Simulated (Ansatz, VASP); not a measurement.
Given: the input of a run of Ansatz 0.2.0 on Si.

File input.yaml:

```yaml
crystal:
  lattice:
    - [2.6624315117, -0.0495535815, -0.00683095]
    - [-1.3736707334, 2.2385732396, 0.04189651]
    - [-0.0066381282, 0.0418517852, 2.48776073]
  atoms:
    - { symbol: Si, position: [0.0, 0.0, 0.0] }
hamiltonian:
  xc: pbe
  pseudopotentials: { kind: paw }
kpoints:
  mp_grid: { grid: [12, 12, 11] }
scf:
  occupations: { method: fermi_dirac, width: 0.05 }
output:
  forces: true
  stress: true
  eigenvalues: true
```

Potentials or basis: Ansatz PAW.

Command:

```console
$ ansatz run input.yaml --threads 2 --pin off --max-ram 5632MiB --backend cpu --events-out ev --progress --plain --runs-dir out
```

Set up the same calculation for VASP 6.6.1. Potentials there: VASP PAW PBE potentials, release 64 (Si).

As run (the cutoff follows the program's own potentials):

The input INCAR:

```
SYSTEM = Si
PREC     = Accurate       ! precision mode
ENCUT    = 520            ! plane-wave cutoff, eV
EDIFF    = 1E-6           ! SCF threshold, eV
ISMEAR   = -1             ! smearing method
SIGMA    = 0.05           ! smearing width, eV
LREAL    = .FALSE.        ! projectors in reciprocal space
LASPH    = .TRUE.         ! aspherical terms in the spheres
NELM     = 80             ! most SCF steps
ALGO     = Normal         ! electronic algorithm
ISIF     = 2              ! what is computed and relaxed
LWAVE    = .FALSE.        ! write WAVECAR
LCHARG   = .FALSE.        ! write CHGCAR
GGA      = PE             ! functional
```

KPOINTS

```
regular mesh
0
G
  12 12 11
  0 0 0
```

The input POSCAR:

```
Si
1.0
    2.6624315117     -0.0495535815     -0.0068309500
   -1.3736707334      2.2385732396      0.0418965100
   -0.0066381282      0.0418517852      2.4877607300
Si
1
Direct
    0.0000000000      0.0000000000      0.0000000000
```

Potentials or basis: VASP PAW PBE potentials, release 64 (Si).

Launch:

```sh
$ cat potpaw_PBE.64/Si/POTCAR > POTCAR
$ mpirun -np 1 vasp_std > vasp.out
```

Both were run:

|  | VASP | Ansatz | Ansatz less VASP |
| --- | --- | --- | --- |
| gap on the k mesh at the Fermi level (eV) | none | none | - |
| pressure (GPa) | 3.5 | 3.5 | +0.06 |
| largest component of the traceless stress (GPa) | 3.28 | 3.29 | +0.003 |

A gap of «none» marks a metal or a gap that the smearing closes.
